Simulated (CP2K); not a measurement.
# Ir (Fm-3m) in CP2K: notebook

The runs below take Ir through single point, equation of state, with LDA.

Everything below comes from runs of CP2K 2026.2. Logs are shortened: lines on timing, memory, paths and dates and some standing lists are left out, and cuts for length are marked.

## (1) The structure

It takes space group Fm-3m (No. 225, cubic). Conventional cell: a = 3.831 Å, b = 3.831 Å, c = 3.831 Å, α = 90.00°, β = 90.00°, γ = 90.00°. Ir (site symmetry m-3m) has 12 Ir at 2.71 Å as nearest neighbours.

## (2) Single point, LDA, 14.06 Å³/atom

File ir_eos.inp:

```
&GLOBAL
  PROJECT ir_eos
  RUN_TYPE ENERGY_FORCE
  PRINT_LEVEL LOW
&END GLOBAL
&FORCE_EVAL
  METHOD QS
  STRESS_TENSOR ANALYTICAL
  &DFT
    BASIS_SET_FILE_NAME BASIS_MOLOPT_UZH
    POTENTIAL_FILE_NAME GTH_POTENTIALS
    &MGRID
      CUTOFF 450
      REL_CUTOFF 60
      NGRIDS 4
    &END MGRID
    &QS
      METHOD GPW
      EPS_DEFAULT 1.0E-9
    &END QS
    &KPOINTS
      SCHEME MONKHORST-PACK 12 12 12
      GAMMA_CENTERED T
      SYMMETRY T
      SYMMETRY_BACKEND SPGLIB
    &END KPOINTS
    &SCF
      SCF_GUESS ATOMIC
      EPS_SCF 1.0E-6
      MAX_SCF 100
      ADDED_MOS 11
      CHOLESKY OFF
      EPS_EIGVAL 1.0E-7
      &DIAGONALIZATION ON
        ALGORITHM STANDARD
      &END DIAGONALIZATION
      &MIXING ON
        METHOD BROYDEN_MIXING
        ALPHA 0.4
        BETA 1.5
        NBUFFER 8
      &END MIXING
      &SMEAR ON
        METHOD FERMI_DIRAC
        ELECTRONIC_TEMPERATURE [K] 1160.452
      &END SMEAR
    &END SCF
    &XC
      &XC_FUNCTIONAL
        &LDA_X
        &END LDA_X
        &LDA_C_PW
        &END LDA_C_PW
      &END XC_FUNCTIONAL
    &END XC
    &PRINT
      &KPOINTS ON
      &END KPOINTS
      &MULLIKEN ON
      &END MULLIKEN
      &MO ON
        ENERGIES T
        OCCUPATION_NUMBERS T
        &EACH
          QS_SCF 0
        &END EACH
        ADD_LAST NUMERIC
      &END MO
    &END PRINT
  &END DFT
  &SUBSYS
    &CELL
      A 2.7090675001 0.0000000000 0.0000000000
      B 1.3545337500 2.3461212756 0.0000000000
      C 1.3545337500 0.7820404252 2.2119443513
      PERIODIC XYZ
    &END CELL
    &COORD
      SCALED
      Ir  0.0000000000 0.0000000000 0.0000000000
    &END COORD
    &KIND Ir
      BASIS_SET TZVP-MOLOPT-PBE-GTH-q17
      POTENTIAL GTH-PADE-q17
    &END KIND
    &PRINT
      &ATOMIC_COORDINATES ON
      &END ATOMIC_COORDINATES
      &CELL ON
      &END CELL
    &END PRINT
  &END SUBSYS
  &PRINT
    &FORCES ON
    &END FORCES
    &STRESS_TENSOR ON
    &END STRESS_TENSOR
  &END PRINT
&END FORCE_EVAL
```

Potentials or basis: GTH_POTENTIALS Ir GTH-PADE-q17; TZVP-MOLOPT-PBE-GTH basis.

On the command line:

```sh
> OMP_NUM_THREADS=1 cp2k.psmp -i ir_eos.inp -o ir_eos.out
```

ir_eos.out:

```text

 CP2K| version string:                                       CP2K version 2026.2
 CP2K| Input file name                                                ir_eos.inp

 GLOBAL| Force Environment number                                              1
 GLOBAL| Basis set file name                                    BASIS_MOLOPT_UZH
 GLOBAL| Potential file name                                      GTH_POTENTIALS
 GLOBAL| MM Potential file name                                     MM_POTENTIAL
 GLOBAL| Coordinate file name                                      __STD_INPUT__
 GLOBAL| Method name                                                        CP2K
 GLOBAL| Project name                                                     ir_eos
 GLOBAL| Run type                                                   ENERGY_FORCE
 GLOBAL| FFT library                                                       FFTW3
[... 5 lines left out ...]
 GLOBAL| Global print level                                                  LOW
 GLOBAL| Total number of message passing processes                             1
 GLOBAL| Number of threads for this process                                    1
 GLOBAL| CPU model name                                                  UNKNOWN

 CELL| Volume [angstrom^3]:                                            14.058678
 CELL| Vector a [angstrom]:       2.709     0.000     0.000   |a| =     2.709068
 CELL| Vector b [angstrom]:       1.355     2.346     0.000   |b| =     2.709068
 CELL| Vector c [angstrom]:       1.355     0.782     2.212   |c| =     2.709068
 CELL| Angle (b,c), alpha [degree]:                                    60.000000
 CELL| Angle (a,c), beta  [degree]:                                    60.000000
 CELL| Angle (a,b), gamma [degree]:                                    60.000000
 CELL| Numerically orthorhombic:                                              NO
 CELL| Periodicity                                                           XYZ

 CELL_REF| Volume [angstrom^3]:                                        14.058678
 CELL_REF| Vector a [angstrom     2.709     0.000     0.000   |a| =     2.709068
 CELL_REF| Vector b [angstrom     1.355     2.346     0.000   |b| =     2.709068
 CELL_REF| Vector c [angstrom     1.355     0.782     2.212   |c| =     2.709068
 CELL_REF| Angle (b,c), alpha [degree]:                                60.000000
 CELL_REF| Angle (a,c), beta  [degree]:                                60.000000
 CELL_REF| Angle (a,b), gamma [degree]:                                60.000000
 CELL_REF| Numerically orthorhombic:                                          NO
 CELL_REF| Periodicity                                                       XYZ
[... 9 lines left out ...]
 TOTAL NUMBERS AND MAXIMUM NUMBERS

  Total number of            - Atomic kinds:                                   1
                             - Atoms:                                          1
                             - Shell sets:                                     1
                             - Shells:                                        11
                             - Primitive Cartesian functions:                  7
                             - Cartesian basis functions:                     41
                             - Spherical basis functions:                     35

  Maximum angular momentum of- Orbital basis functions:                        3
                             - Local part of the GTH pseudopotential:          2
                             - Non-local part of the GTH pseudopotential:      4

 MODULE QUICKSTEP: ATOMIC COORDINATES IN ANGSTROM

   Atom Kind Element         X             Y             Z       Z(eff)     Mass
      1    1 Ir   77      0.000000      0.000000      0.000000  17.0000 192.2170

 SCF PARAMETERS         Density guess:                                    ATOMIC
                        --------------------------------------------------------
                        max_scf:                                             100
                        max_scf_history:                                       0
                        max_diis:                                              4
[... 5 lines left out ...]
                        --------------------------------------------------------
                        level_shift [a.u.]:                             0.000000
                        added MOs                                        11    0
                        --------------------------------------------------------
                        Mixing method:                            BROYDEN_MIXING
                                                charge density mixing in g-space
                        --------------------------------------------------------
                        Smear method:                                FERMI_DIRAC
[... 38 lines left out ...]
 Number of independent orbital functions:                                     35

 SCF WAVEFUNCTION OPTIMIZATION

  Step     Update method      Time    Convergence         Total energy    Change
  ------------------------------------------------------------------------------
     1 NoMix/Diag. 0.40E+00   11.8     2.16117539      -105.9675007677 -1.06E+02
     2 Broy./Diag. 0.40E+00    8.1     0.03280884      -105.5335446097  4.34E-01
     3 Broy./Diag. 0.40E+00    8.1     0.06069821      -105.6509242396 -1.17E-01
     4 Broy./Diag. 0.40E+00    8.2     0.00068353      -105.5666019571  8.43E-02
     5 Broy./Diag. 0.40E+00    8.1     0.00073846      -105.5659839197  6.18E-04
     6 Broy./Diag. 0.40E+00    8.1     0.00012891      -105.5639463879  2.04E-03
     7 Broy./Diag. 0.40E+00    8.1     0.00004112      -105.5629785813  9.68E-04
     8 Broy./Diag. 0.40E+00    8.0     0.00004630      -105.5631130510 -1.34E-04
     9 Broy./Diag. 0.40E+00    8.2     0.00000103      -105.5632947654 -1.82E-04
    10 Broy./Diag. 0.40E+00    8.1     0.00000331      -105.5632792567  1.55E-05
    11 Broy./Diag. 0.40E+00    8.1     0.00000009      -105.5632666210  1.26E-05

  *** SCF run converged in    11 steps ***

  Electronic density on regular grids:        -16.9999999977        0.0000000023
  Core density on regular grids:               16.9999999894       -0.0000000106
  Total charge density on r-space grids:       -0.0000000083
  Total charge density g-space grids:          -0.0000000083

  Overlap energy of the core charge distribution:               0.00000000042885
  Self energy of the core charge distribution:               -159.85371533853095
  Core Hamiltonian energy:                                     36.29106994488674
  Hartree energy:                                              28.53457399813378
  Exchange-correlation energy:                                -10.53451353602660
  Electronic entropic energy:                                  -0.00068168990738
  Fermi energy:                                                 0.67970259618182

  Total energy:                                              -105.56326662101847
  Total energy (extrapolated to T->0):                       -105.56292577606477

 MO| EIGENVALUES AND OCCUPATION NUMBERS FOR K POINT 1
 MO|
 MO|  Index      Eigenvalue [a.u.]        Eigenvalue [eV]             Occupation
 MO|      1              -2.779657             -75.638309               2.000000
 MO|      2              -1.166631             -31.745647               2.000000
 MO|      3              -1.140244             -31.027622               2.000000
 MO|      4              -1.140243             -31.027591               2.000000
 MO|      5               0.359954               9.794849               2.000000
 MO|      6               0.528412              14.378830               2.000000
[... 12 lines left out ...]
 MO|     19               2.104709              57.272055               0.000000
 MO|     20               2.219459              60.394537               0.000000
 MO| Sum:                                                              16.005825
 MO| E(Fermi):            0.679703 a.u.         18.495648 eV
[... 315 lines left out ...]
 MO|  Index      Eigenvalue [a.u.]        Eigenvalue [eV]             Occupation
 MO|      1              -2.779522             -75.634631               2.000000
 MO|      2              -1.161053             -31.593869               2.000000
 MO|      3              -1.144332             -31.138855               2.000000
 MO|      4              -1.140617             -31.037779               2.000000
 MO|      5               0.381379              10.377845               2.000000
 MO|      6               0.499031              13.579312               2.000000
[... 12 lines left out ...]
 MO|     19               2.193669              59.692762               0.000000
 MO|     20               2.251895              61.277169               0.000000
 MO| Sum:                                                              17.997830
 MO| E(Fermi):            0.679703 a.u.         18.495648 eV

 [... the levels of further k-points ...]

 !-----------------------------------------------------------------------------!
                     Mulliken Population Analysis

 #  Atom  Element  Kind  Atomic population                           Net charge
       1     Ir       1         17.000000                             -0.000000
 # Total charge                             17.000000                 -0.000000

 !-----------------------------------------------------------------------------!

 ENERGY| Total FORCE_EVAL ( QS ) energy [hartree]           -105.563266627669194

 FORCES| Atomic forces [hartree/bohr]
 FORCES|   Atom     x               y               z               |f|
 FORCES|      1  1.71047381E-14  7.98472240E-15  1.70052363E-14   2.54068085E-14
 FORCES| Sum     1.71047381E-14  7.98472240E-15  1.70052363E-14
 FORCES| Total atomic force                                       2.54068085E-14

 STRESS| Analytical stress tensor [bar]
 STRESS|                        x                   y                   z
 STRESS|      x       -1.86060794086E+05   7.69300779397E-02   4.06149232251E-02
 STRESS|      y        7.69300779397E-02  -1.86072922656E+05   1.27340131096E+00
 STRESS|      z        4.06149232251E-02   1.27340131096E+00  -1.86065408592E+05
 STRESS| 1/3 Trace                                            -1.86066375111E+05
 STRESS| Determinant                                          -6.44174739140E+15

 STRESS| Eigenvectors and eigenvalues of the analytical stress tensor [bar]
 STRESS|                        1                   2                   3
 STRESS| Eigenvalues  -1.86073132982E+05  -1.86065199283E+05  -1.86060793069E+05
 STRESS|      x          -0.005616353318     -0.011935219927      0.999912999766
 STRESS|      y           0.986671501123      0.162552652487      0.007482248373
 STRESS|      z          -0.162627812648      0.986627683422      0.010863188232
```

Run time: 1.8 min. Hardware: 1 thread of Arm Neoverse V2, shared host; peak memory 0.28 GiB.

Results:

| Quantity | Value |
| --- | --- |
| Free energy | -2872.5226 eV |
| Pressure | -18.6 GPa |
| Band gap on the k mesh | none (metal or under the smearing width) |

Caveat: the basis of atomic orbitals isn't converged, which shifts pressures, moduli and gaps.

## (3) Single point, LDA, 13.78 Å³/atom (volume scaled by 0.98)

ir_eos.inp, as its differences from that of step 2:

```diff
@@ -11,2 +11,3 @@
     POTENTIAL_FILE_NAME GTH_POTENTIALS
+    WFN_RESTART_FILE_NAME previous-RESTART.kp
     &MGRID
@@ -27,3 +28,3 @@
     &SCF
-      SCF_GUESS ATOMIC
+      SCF_GUESS RESTART
       EPS_SCF 1.0E-6
@@ -72,5 +73,5 @@
     &CELL
-      A 2.7090675001 0.0000000000 0.0000000000
-      B 1.3545337500 2.3461212756 0.0000000000
-      C 1.3545337500 0.7820404252 2.2119443513
+      A 2.6908852912 0.0000000000 0.0000000000
+      B 1.3454426455 2.3303750208 0.0000000000
+      C 1.3454426455 0.7767916736 2.1970986399
       PERIODIC XYZ
```

Potentials or basis: GTH_POTENTIALS Ir GTH-PADE-q17; TZVP-MOLOPT-PBE-GTH basis.

On the command line:

```sh
> OMP_NUM_THREADS=1 cp2k.psmp -i ir_eos.inp -o ir_eos.out
```

It took 93 s on 1 thread of Arm Neoverse V2, shared host; peak memory 0.28 GiB.

Results (log left out):

- Free energy: -2872.5497 eV
- Pressure: -12.2 GPa
- Band gap on the k mesh: none (metal or under the smearing width)

Caveat: the basis of atomic orbitals isn't converged, which shifts pressures, moduli and gaps.

## (4) Single point, LDA, 14.34 Å³/atom (volume scaled by 1.02)

ir_eos.inp, as its differences from that of step 3:

```diff
@@ -73,5 +73,5 @@
     &CELL
-      A 2.6908852912 0.0000000000 0.0000000000
-      B 1.3454426455 2.3303750208 0.0000000000
-      C 1.3454426455 0.7767916736 2.1970986399
+      A 2.7270088673 0.0000000000 0.0000000000
+      B 1.3635044336 2.3616589554 0.0000000000
+      C 1.3635044336 0.7872196518 2.2265934163
       PERIODIC XYZ
```

On the command line:

```sh
> OMP_NUM_THREADS=1 cp2k.psmp -i ir_eos.inp -o ir_eos.out
```

It took 91 s on 1 thread of Arm Neoverse V2, shared host; peak memory 0.27 GiB.

It converged, with:

```yaml
Free_energy: -2872.4846 eV
Pressure: -24.5 GPa
Band_gap_on_the_k_mesh: none (metal or under the smearing width)
```

Caveat: the basis of atomic orbitals isn't converged, which shifts pressures, moduli and gaps.

## (5) Single point, LDA, 13.50 Å³/atom (volume scaled by 0.96)

ir_eos.inp, as its differences from that of step 4:

```diff
@@ -73,5 +73,5 @@
     &CELL
-      A 2.7270088673 0.0000000000 0.0000000000
-      B 1.3635044336 2.3616589554 0.0000000000
-      C 1.3635044336 0.7872196518 2.2265934163
+      A 2.6724539916 0.0000000000 0.0000000000
+      B 1.3362269957 2.3144130471 0.0000000000
+      C 1.3362269957 0.7714710157 2.1820495468
       PERIODIC XYZ
```

On the command line:

```sh
> OMP_NUM_THREADS=1 cp2k.psmp -i ir_eos.inp -o ir_eos.out
```

It took 100 s on 1 thread of Arm Neoverse V2, shared host; peak memory 0.28 GiB.

The run converged. Its results:

| Property | Result |
| --- | --- |
| Free energy | -2872.5650 eV |
| Pressure | -5.2 GPa |
| Band gap on the k mesh | none (metal or under the smearing width) |

Caveat: the basis of atomic orbitals isn't converged, which shifts pressures, moduli and gaps.

## (6) Single point, LDA, 14.62 Å³/atom (volume scaled by 1.04)

ir_eos.inp, as its differences from that of step 5:

```diff
@@ -73,5 +73,5 @@
     &CELL
-      A 2.6724539916 0.0000000000 0.0000000000
-      B 1.3362269957 2.3144130471 0.0000000000
-      C 1.3362269957 0.7714710157 2.1820495468
+      A 2.7447172133 0.0000000000 0.0000000000
+      B 1.3723586066 2.3769948329 0.0000000000
+      C 1.3723586066 0.7923316110 2.2410522202
       PERIODIC XYZ
```

Potentials or basis: GTH_POTENTIALS Ir GTH-PADE-q17; TZVP-MOLOPT-PBE-GTH basis.

On the command line:

```sh
> OMP_NUM_THREADS=1 cp2k.psmp -i ir_eos.inp -o ir_eos.out
```

It took 97 s on 1 thread of Arm Neoverse V2, shared host; peak memory 0.27 GiB.

It converged, with:

```yaml
Free_energy: -2872.4368 eV
Pressure: -30.0 GPa
Band_gap_on_the_k_mesh: none (metal or under the smearing width)
```

Caveat: the basis of atomic orbitals isn't converged, which shifts pressures, moduli and gaps.

## (7) Single point, LDA, 13.22 Å³/atom (volume scaled by 0.94)

ir_eos.inp, as its differences from that of step 6:

```diff
@@ -73,5 +73,5 @@
     &CELL
-      A 2.7447172133 0.0000000000 0.0000000000
-      B 1.3723586066 2.3769948329 0.0000000000
-      C 1.3723586066 0.7923316110 2.2410522202
+      A 2.6537648907 0.0000000000 0.0000000000
+      B 1.3268824453 2.2982278109 0.0000000000
+      C 1.3268824453 0.7660759370 2.1667899598
       PERIODIC XYZ
```

On the command line:

```sh
> OMP_NUM_THREADS=1 cp2k.psmp -i ir_eos.inp -o ir_eos.out
```

It took 1.7 min on 1 thread of Arm Neoverse V2, shared host; peak memory 0.28 GiB.

It converged, with:

```
Free energy            : -2872.5676 eV
Pressure               : 2.3 GPa
Band gap on the k mesh : none (metal or under the smearing width)
```

Caveat: the basis of atomic orbitals isn't converged, which shifts pressures, moduli and gaps.

## (8) Single point, LDA, 14.90 Å³/atom (volume scaled by 1.06)

ir_eos.inp, as its differences from that of step 7:

```diff
@@ -73,5 +73,5 @@
     &CELL
-      A 2.6537648907 0.0000000000 0.0000000000
-      B 1.3268824453 2.2982278109 0.0000000000
-      C 1.3268824453 0.7660759370 2.1667899598
+      A 2.7621999599 0.0000000000 0.0000000000
+      B 1.3810999799 2.3921353356 0.0000000000
+      C 1.3810999799 0.7973784452 2.2553268231
       PERIODIC XYZ
```

On the command line:

```sh
> OMP_NUM_THREADS=1 cp2k.psmp -i ir_eos.inp -o ir_eos.out
```

Run time: 97 s. Hardware: 1 thread of Arm Neoverse V2, shared host; peak memory 0.27 GiB.

It converged, with:

| Item | Value |
| --- | --- |
| Free energy | -2872.3797 eV |
| Pressure | -34.9 GPa |
| Band gap on the k mesh | none (metal or under the smearing width) |

Caveat: the basis of atomic orbitals isn't converged, which shifts pressures, moduli and gaps.

## (9) Equation of state, LDA

Potentials or basis: GTH_POTENTIALS Ir GTH-PADE-q17; TZVP-MOLOPT-PBE-GTH basis.

No new run: the results of the series are fitted here.

What came out:

- Equilibrium volume: 13.30 Å³/atom
- Bulk modulus: 364 GPa
- Pressure derivative of the bulk modulus: 2.9

Energy against volume, from the lowest point:
```
volume (Å³/atom)  energy (meV/atom)
          13.215               0.00
          13.496               2.65
          13.778              17.98
          14.059              45.07
          14.340              83.00
          14.621             130.89
          14.902             187.89
```

Caveat: the basis of atomic orbitals isn't converged, which shifts pressures, moduli and gaps.
